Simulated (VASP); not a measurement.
# CaF2 (Fluorite) (Fm-3m) in VASP: further runs, part 2 of 2

VASP 6.6.1. The steps go on from the part before.

## 4. Relaxation of cell and atoms, PBE+D3(BJ)

This run uses another cell than the first one, of 13.67 Å³/atom, 1.081 times its volume.

INCAR reads:

```
PREC = Accurate ; ENCUT = 600
EDIFF = 1E-7 ; ISMEAR = 0
SIGMA = 0.03 ; LREAL = F
LASPH = T ; NELM = 80
ALGO = Normal ; ISIF = 3
LWAVE = F ; LCHARG = F
GGA = PE ; IVDW = 12
IBRION = 2 ; NSW = 90
EDIFFG = -0.005
```

KPOINTS reads:

```
Automatic mesh
0
Gamma
  8 8 8
```

POSCAR reads:

```
CaF2                                    
1.0
    0.0000000000      2.7369029916      2.7369029916
    2.7369029916      0.0000000000      2.7369029916
    2.7369029916      2.7369029916      0.0000000000
  Ca              F             
     1     2
Direct
     0.0000000000000000    1.0000000000000000    1.0000000000000000
     0.2500000000000000    0.2500000000000000    0.2500000000000000
     0.7500000000000000    0.7500000000000000    0.7500000000000000
```

Potentials or basis: VASP PAW PBE potentials, release 64 (Ca_sv, F).

On the command line:

```bash
> cat potpaw_PBE.64/Ca_sv/POTCAR potpaw_PBE.64/F/POTCAR > POTCAR
> mpirun -np 1 vasp_std > vasp.out
```

OUTCAR:

```text
PREC = Accurate
   ENCUT = 600
   EDIFF = 1E-7
   ISMEAR = 0
   LREAL = F
   LASPH = T
   NELM = 80
   ISIF = 3
   GGA = PE
   IVDW = 12
   IBRION = 2
   NSW = 90
   EDIFFG = -0.005
 IVDW          = 12

 ion  position               nearest neighbor table
   1  0.000  0.000  0.000-   3 2.37   3 2.37   3 2.37   2 2.37   2 2.37   2 2.37   3 2.37   2 2.37

   2  0.250  0.250  0.250-   1 2.37   1 2.37   1 2.37   1 2.37
   3  0.750  0.750  0.750-   1 2.37   1 2.37   1 2.37   1 2.37

  LATTYP: Found a face centered cubic cell.
[... 655 lines left out ...]
 E8    (eV) :    -0.1953

  FORCE on cell =-STRESS in cart. coord.  units (eV):
  Direction    XX          YY          ZZ          XY          YZ          ZX
  --------------------------------------------------------------------------------------
  -------------------------------------------------------------------------------------
  Total      -0.01454    -0.01454    -0.01454     0.00000     0.00000    -0.00000
  in kB      -0.56806    -0.56806    -0.56806     0.00000     0.00000    -0.00000
  external pressure =       -0.57 kB  Pullay stress =        0.00 kB

 VOLUME and BASIS-vectors are now :
 -----------------------------------------------------------------------------
  energy-cutoff  :      600.00
  volume of cell :       41.00
      direct lattice vectors                 reciprocal lattice vectors
     0.000000000  2.736902992  2.736902992    -0.182688243  0.182688243  0.182688243
     2.736902992  0.000000000  2.736902992     0.182688243 -0.182688243  0.182688243
     2.736902992  2.736902992  0.000000000     0.182688243  0.182688243 -0.182688243

 POSITION                                       TOTAL-FORCE (eV/Angst)
 -----------------------------------------------------------------------------------
      0.00000      0.00000      0.00000         0.000000      0.000000      0.000000
      1.36845      1.36845      1.36845        -0.000000     -0.000000     -0.000000
      4.10535      4.10535      4.10535         0.000000      0.000000      0.000000
 -----------------------------------------------------------------------------------
    total drift:                                0.000000     -0.000000      0.000000

  FREE ENERGIE OF THE ION-ELECTRON SYSTEM (eV)
  ---------------------------------------------------
  free  energy   TOTEN  =       -17.8041336505 eV

  energy  without entropy=      -17.8041336505  energy(sigma->0) =      -17.80413365

 reached required accuracy - stopping structural energy minimisation
```

OSZICAR:

```text
N       E                     dE             d eps       ncg     rms          rms(c)
DAV:   1     0.243612786081E+03    0.24361E+03   -0.15055E+04   928   0.170E+03
DAV:   2    -0.787088894203E+01   -0.25148E+03   -0.24736E+03  1208   0.411E+02
DAV:   3    -0.182232896479E+02   -0.10352E+02   -0.10345E+02  1032   0.950E+01
DAV:   4    -0.186365041731E+02   -0.41321E+00   -0.41307E+00  1600   0.140E+01
DAV:   5    -0.186394085265E+02   -0.29044E-02   -0.29043E-02  1008   0.130E+00    0.801E+00
DAV:   6    -0.173099119336E+02    0.13295E+01   -0.72602E+00   960   0.191E+01    0.312E+00
DAV:   7    -0.173140289884E+02   -0.41171E-02   -0.19148E-01  1232   0.397E+00    0.167E+00
DAV:   8    -0.173322698032E+02   -0.18241E-01   -0.34425E-02  1184   0.232E+00    0.196E-01
DAV:   9    -0.173366555881E+02   -0.43858E-02   -0.78236E-03  1216   0.708E-01    0.135E-01
DAV:  10    -0.173375443642E+02   -0.88878E-03   -0.13833E-03  1160   0.280E-01    0.361E-02
DAV:  11    -0.173375542264E+02   -0.98622E-05   -0.98689E-05  1272   0.931E-02    0.160E-02
DAV:  12    -0.173375611595E+02   -0.69331E-05   -0.24631E-05  1168   0.485E-02    0.346E-03
DAV:  13    -0.173375614900E+02   -0.33056E-06   -0.35077E-06  1344   0.160E-02    0.373E-03
DAV:  14    -0.173375610867E+02    0.40333E-06   -0.85517E-07  1144   0.880E-03    0.742E-04
DAV:  15    -0.173375610678E+02    0.18945E-07   -0.38246E-08   840   0.196E-03
   1 F= -.17804134E+02 E0= -.17804134E+02  d E =-.178041E+02
```

It took 15 s on 1 thread of Intel Xeon 6975P-C (Granite Rapids), shared host; peak memory 0.19 GiB.

Results:

| Property | Result |
| --- | --- |
| Free energy | -17.8041 eV |
| Pressure after relaxing | -0.1 GPa |
| Band gap on the k mesh | 7.24 eV, indirect (least direct gap 7.50 eV) |
| Dispersion energy per atom | -0.156 eV |

Final structure:
```cif
data_structure
_symmetry_space_group_name_H-M 'P 1'
_symmetry_Int_Tables_number 1
_cell_length_a 3.8706
_cell_length_b 3.8706
_cell_length_c 3.8706
_cell_angle_alpha 60.000
_cell_angle_beta 60.000
_cell_angle_gamma 60.000
_cell_volume 41.00
loop_
_atom_site_label
_atom_site_type_symbol
_atom_site_fract_x
_atom_site_fract_y
_atom_site_fract_z
_atom_site_occupancy
Ca1 Ca 0.00000 0.00000 0.00000 1
F1 F 0.25000 0.25000 0.25000 1
F2 F 0.75000 0.75000 0.75000 1
```

Levels at points of the mesh, in eV from the valence-band top:
```
           k point  band 8  band 9  band 10  band 11  band 12  band 13  band 14  band 15  band 16
(0.00, 0.00, 0.00)   -2.09   -2.09    -0.25    -0.25    -0.25     7.24     9.14     9.14    11.18
(0.50, 0.00, 0.00)   -1.50   -1.28    -1.23    -0.83    -0.83     9.35     9.35     9.70    10.70
(0.50, 0.50, 0.00)   -1.64   -1.64    -0.36    -0.36     0.00     8.10     9.48    10.05    10.82
```

Caveat: the relaxation stopped at its first step, so nothing moved.

## 5. Relaxation of the atoms, PBE+D3(BJ) (a relaxed cell with its volume scaled by 0.94)

INCAR reads:

```
PREC = Accurate ; ENCUT = 600
EDIFF = 1E-7 ; ISMEAR = 0
SIGMA = 0.03 ; LREAL = F
LASPH = T ; NELM = 80
ALGO = Normal ; ISIF = 2
LWAVE = F ; LCHARG = F
GGA = PE ; IVDW = 12
IBRION = 2 ; NSW = 40
EDIFFG = -0.01
```

KPOINTS is that of step 4.

POSCAR reads:

```
CaF2                                    
1.0
    0.0000000000      2.6810321515      2.6810321515
    2.6810321515      0.0000000000      2.6810321515
    2.6810321515      2.6810321515      0.0000000000
  Ca              F             
     1     2
Direct
     0.0000000000000000    0.0000000000000000    0.0000000000000000
     0.2500000000000000    0.2500000000000000    0.2500000000000000
     0.7500000000000000    0.7500000000000000    0.7500000000000000
```

On the command line:

```bash
> cat potpaw_PBE.64/Ca_sv/POTCAR potpaw_PBE.64/F/POTCAR > POTCAR
> mpirun -np 1 vasp_std > vasp.out
```

Run time: 15 s. Hardware: 1 thread of Intel Xeon 6975P-C (Granite Rapids), shared host; peak memory 0.19 GiB.

The run converged. Its results:

```
Free energy                : -17.7554 eV
Pressure after relaxing    : 5.8 GPa
Band gap on the k mesh     : 7.61 eV, indirect (least direct gap 7.88 eV)
Dispersion energy per atom : -0.166 eV
```

Final structure:
```cif
data_structure
_symmetry_space_group_name_H-M 'P 1'
_symmetry_Int_Tables_number 1
_cell_length_a 3.7916
_cell_length_b 3.7916
_cell_length_c 3.7916
_cell_angle_alpha 60.000
_cell_angle_beta 60.000
_cell_angle_gamma 60.000
_cell_volume 38.54
loop_
_atom_site_label
_atom_site_type_symbol
_atom_site_fract_x
_atom_site_fract_y
_atom_site_fract_z
_atom_site_occupancy
Ca1 Ca 0.00000 0.00000 0.00000 1
F1 F 0.25000 0.25000 0.25000 1
F2 F 0.75000 0.75000 0.75000 1
```

Levels at points of the mesh, in eV from the valence-band top:
```csv
k point,band 8,band 9,band 10,band 11,band 12,band 13,band 14,band 15,band 16
"(0.00, 0.00, 0.00)",-2.29,-2.29,-0.26,-0.26,-0.26,7.61,9.38,9.38,11.67
"(0.50, 0.00, 0.00)",-1.65,-1.36,-1.30,-0.87,-0.87,9.63,9.63,10.11,11.02
"(0.50, 0.50, 0.00)",-1.72,-1.72,-0.40,-0.40,0.00,8.27,9.84,10.38,11.24
```

Caveat: the relaxation stopped at its first step, so nothing moved.

## 6. Relaxation of the atoms, PBE+D3(BJ) (a relaxed cell with its volume scaled by 0.96)

INCAR is that of step 5.

KPOINTS is that of step 5.

POSCAR reads:

```
CaF2                                    
1.0
    0.0000000000      2.6999132817      2.6999132817
    2.6999132817      0.0000000000      2.6999132817
    2.6999132817      2.6999132817      0.0000000000
  Ca              F             
     1     2
Direct
     0.0000000000000000    0.0000000000000000    0.0000000000000000
     0.2500000000000000    0.2500000000000000    0.2500000000000000
     0.7500000000000000    0.7500000000000000    0.7500000000000000
```

Potentials or basis: VASP PAW PBE potentials, release 64 (Ca_sv, F).

On the command line:

```bash
> cat potpaw_PBE.64/Ca_sv/POTCAR potpaw_PBE.64/F/POTCAR > POTCAR
> mpirun -np 1 vasp_std > vasp.out
```

OUTCAR:

```text
PREC = Accurate
   ENCUT = 600
   EDIFF = 1E-7
   ISMEAR = 0
   LREAL = F
   LASPH = T
   NELM = 80
   ISIF = 2
   GGA = PE
   IVDW = 12
   IBRION = 2
   NSW = 40
   EDIFFG = -0.01
 IVDW          = 12

 ion  position               nearest neighbor table
   1  0.000  0.000  0.000-   2 2.34   3 2.34   3 2.34   3 2.34   3 2.34   2 2.34   2 2.34   2 2.34

   2  0.250  0.250  0.250-   1 2.34   1 2.34   1 2.34   1 2.34
   3  0.750  0.750  0.750-   1 2.34   1 2.34   1 2.34   1 2.34

  LATTYP: Found a face centered cubic cell.
[... 657 lines left out ...]

  FORCE on cell =-STRESS in cart. coord.  units (eV):
  Direction    XX          YY          ZZ          XY          YZ          ZX
  --------------------------------------------------------------------------------------
  -------------------------------------------------------------------------------------
  Total       0.89570     0.89570     0.89570     0.00000     0.00000     0.00000
  in kB      36.45793    36.45793    36.45793     0.00000     0.00000     0.00000
  external pressure =       36.46 kB  Pullay stress =        0.00 kB

 VOLUME and BASIS-vectors are now :
 -----------------------------------------------------------------------------
  energy-cutoff  :      600.00
  volume of cell :       39.36
      direct lattice vectors                 reciprocal lattice vectors
     0.000000000  2.699913282  2.699913282    -0.185191133  0.185191133  0.185191133
     2.699913282  0.000000000  2.699913282     0.185191133 -0.185191133  0.185191133
     2.699913282  2.699913282  0.000000000     0.185191133  0.185191133 -0.185191133

 POSITION                                       TOTAL-FORCE (eV/Angst)
 -----------------------------------------------------------------------------------
      0.00000      0.00000      0.00000         0.000000     -0.000000      0.000000
      1.34996      1.34996      1.34996        -0.000000     -0.000000     -0.000000
      4.04987      4.04987      4.04987         0.000000      0.000000      0.000000
 -----------------------------------------------------------------------------------
    total drift:                                0.000000     -0.000000      0.000000

  FREE ENERGIE OF THE ION-ELECTRON SYSTEM (eV)
  ---------------------------------------------------
  free  energy   TOTEN  =       -17.7818401201 eV

  energy  without entropy=      -17.7818401201  energy(sigma->0) =      -17.78184012

 reached required accuracy - stopping structural energy minimisation
```

CONTCAR:

```text
CaF2
   1.00000000000000
     0.0000000000000000    2.6999132816999998    2.6999132816999998
     2.6999132816999998    0.0000000000000000    2.6999132816999998
     2.6999132816999998    2.6999132816999998    0.0000000000000000
  Ca              F
     1     2
Direct
     0.0000000000000000    0.0000000000000000    0.0000000000000000
     0.2500000000000000    0.2500000000000000    0.2500000000000000
     0.7500000000000000    0.7500000000000000    0.7500000000000000

  0.00000000E+00  0.00000000E+00  0.00000000E+00
  0.00000000E+00  0.00000000E+00  0.00000000E+00
  0.00000000E+00  0.00000000E+00  0.00000000E+00
```

Wall time 15 s (1 thread of Intel Xeon 6975P-C (Granite Rapids), shared host); peak memory 0.19 GiB.

What came out:

```
Free energy                : -17.7818 eV
Pressure after relaxing    : 3.6 GPa
Band gap on the k mesh     : 7.49 eV, indirect (least direct gap 7.75 eV)
Dispersion energy per atom : -0.162 eV
```

Final structure:
```
Ca F
1.0
     0.00000    2.69991    2.69991
     2.69991    0.00000    2.69991
     2.69991    2.69991    0.00000
Ca F
1 2
Direct
  0.00000 0.00000 0.00000
  0.25000 0.25000 0.25000
  0.75000 0.75000 0.75000
```

Caveat: the relaxation stopped at its first step, so nothing moved.

## 7. Overview

| task | level | potentials or basis | cell | gap on the mesh (eV) | pressure (GPa) |
| --- | --- | --- | --- | --- | --- |
| relaxation of cell and atoms | LDA | VASP PAW LDA potentials, release 64 (Ca_sv, F) | relaxed | 7.33 | 0.0 |
| relaxation of cell and atoms | PBE+D3(BJ) | VASP PAW PBE potentials, release 64 (Ca_sv, F) | relaxed | 7.24 | -0.1 |
| relaxation of the atoms | PBE+D3(BJ) | VASP PAW PBE potentials, release 64 (Ca_sv, F) | atoms relaxed from: a relaxed cell with its volume scaled by 0.94 | 7.61 | 5.8 |
| relaxation of the atoms | PBE+D3(BJ) | VASP PAW PBE potentials, release 64 (Ca_sv, F) | atoms relaxed from: a relaxed cell with its volume scaled by 0.96 | 7.49 | 3.6 |

Alike in all rows: no spin polarisation; k mesh 8 × 8 × 8; cutoff (eV) 600; smearing gaussian 0.03 eV.

Caveats: the relaxation stopped at its first step, so nothing moved (some runs).

Absolute energies hang on the potentials; compare differences alone.
